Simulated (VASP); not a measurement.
Wanted: the native input for a VASP 6.6.1 run.

* Task: relaxation of cell and atoms
* Functional: rev-vdW-DF2
* Potentials or basis: VASP PAW PBE potentials, release 64 (Ru_pv)
* Cutoff: 600 eV
* k mesh: 11 × 11 × 6
* Occupations: fermi-dirac, width 0.05 eV
* Spin: no spin polarisation
* Further INCAR settings: ALGO = Fast; EDIFF = 1e-06; IBRION = 2; EDIFFG = -0.01; NSW = 60; ISIF = 3

The structure of Ru lies in POSCAR:

```
Ru
1.0
    2.7058000000      0.0000000000      0.0000000000
   -1.3529000000      2.3432915376      0.0000000000
    0.0000000000      0.0000000000      4.2819000000
Ru
2
Direct
    0.6666666667      0.3333333333      0.7500000000
    0.3333333333      0.6666666667      0.2500000000
```

These files were run (other wordings do the same):

INCAR

```
SYSTEM = Ru
PREC = Accurate ; ENCUT = 600
EDIFF = 1E-6 ; ISMEAR = -1
SIGMA = 0.05 ; LREAL = .False.
LASPH = .True. ; NELM = 100
ALGO = Fast ; ISIF = 3
LWAVE = .False. ; LCHARG = .False.
GGA = MK ; LUSE_VDW = .True.
AGGAC = 0.0 ; PARAM1 = 0.1234
PARAM2 = 0.711357 ; ZAB_VDW = -1.8867
IBRION = 2 ; NSW = 60
EDIFFG = -0.01
```

KPOINTS

```
Automatic mesh
0
Gamma
  11 11 6
  0 0 0
```

Potentials or basis: VASP PAW PBE potentials, release 64 (Ru_pv).

Run with:

```bash
$ cat potpaw_PBE.64/Ru_pv/POTCAR > POTCAR
$ mpirun -np 1 vasp_std > vasp.out
```

It gave:

The pressure after relaxing is 0.0 GPa. The band gap on the k mesh is none (metal or under the smearing width).

Caveat: the relaxation stopped at its first step, so nothing moved; the PAW data sets were made with another functional, which shifts forces and pressure a little.

It took 30 s on 1 thread of Intel(R) Xeon(R) 6975P-C (Granite Rapids), with other jobs on the host, peak memory 0.32 GiB.
